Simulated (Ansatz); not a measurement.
MgH₂: from a first guess to the relaxed fluorite type

First guess:

```yaml
crystal:
  lattice:
    - [0.00000, 2.55533, 2.55533]
    - [2.55533, 0.00000, 2.55533]
    - [2.55533, 2.55533, 0.00000]
  atoms:
    - { symbol: Mg, position: [0.00000, 0.00000, 0.00000] }
    - { symbol: H, position: [0.25000, 0.25000, 0.25000] }
    - { symbol: H, position: [0.75000, 0.75000, 0.75000] }
```

Theory: DFT, PBE, PAW with Ansatz's default frozen-core files, scalar-relativistic in Ansatz 0.2.0.

Cell and atoms relax within the symmetry of the start on a 14×14×14 k mesh with 0.05 eV Fermi–Dirac smearing.

The start is built from a prototype, known or not as a phase of this compound; the cutoff is 420 eV.

Question: What is the pressure of the first guess?

Answer: -8.76 GPa.

Question: What does it relax to?

Answer: a = 4.757 Å, b = 4.757 Å, c = 4.757 Å, α = 90.00°, β = 90.00°, γ = 90.00° (conventional cell), 8.97 Å³ per atom:
```
CELL_PARAMETERS angstrom
0.00000 2.37871 2.37871
2.37871 0.00000 2.37871
2.37871 2.37871 0.00000
ATOMIC_POSITIONS crystal
Mg 0.00000 0.00000 0.00000
H 0.25000 0.25000 0.25000
H 0.75000 0.75000 0.75000
```

Question: How much energy does the relaxation release?

Answer: 69 meV/atom.
